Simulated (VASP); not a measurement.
# From an Ansatz input to VASP: ZnS (zincblende)

Ansatz input

```yaml
crystal:
  lattice:
    - [0.0, 2.7217598838, 2.7217598838]
    - [2.7217598838, 0.0, 2.7217598838]
    - [2.7217598838, 2.7217598838, 0.0]
  atoms:
    - { symbol: Zn, position: [0.0, 0.0, 0.0] }
    - { symbol: S, position: [0.25, 0.25, 0.25] }
kpoints:
  mp_grid: { grid: [8, 8, 8] }
hamiltonian:
  xc: lda
scf:
  occupations: { method: fermi_dirac, width: 0.02 }
relax:
  f_tol: 0.005
  cell: {}
```

Task: Write VASP inputs for this cell and level of theory.

Result: 

INCAR

```
NELM = 120
LWAVE = .FALSE.
GGA = CA
LASPH = .TRUE.
LREAL = .FALSE.
NSW = 40
EDIFF = 1E-7
LCHARG = .FALSE.
ENCUT = 600
ISMEAR = -1
EDIFFG = -5E-3
PREC = Accurate
IBRION = 2
ISIF = 3
SIGMA = 0.02
NBANDS = 16
```

KPOINTS

```
KPOINTS created by Atomic Simulation Environment
0
Gamma
8 8 8
0 0 0
```

POSCAR

```
Zn S
 1.0000000000000000
    -0.0000000000000000    2.7217598838326502    2.7217598838326502
     2.7217598838326502    0.0000000000000000    2.7217598838326502
     2.7217598838326502    2.7217598838326502    0.0000000000000000
 Zn  S
   1   1
Cartesian
  0.0000000000000000  0.0000000000000000  0.0000000000000000
  1.3608799419163251  1.3608799419163251  1.3608799419163251
```

VASP ran with the recommended LDA PAW datasets (18 valence electrons in the cell). Other inputs would serve too.

```tsv
	Ansatz	VASP
relaxed cell vector lengths	3.745, 3.745, 3.745 Å	3.749, 3.749, 3.749 Å
relaxed cell volume	37.15 Å³	37.25 Å³
```

The two codes use different PAW datasets and cutoffs. VASP's cell holds 18 valence electrons and Ansatz's 18. LDA means the Perdew–Zunger form with relativistic exchange in VASP and the Perdew–Wang form in Ansatz.
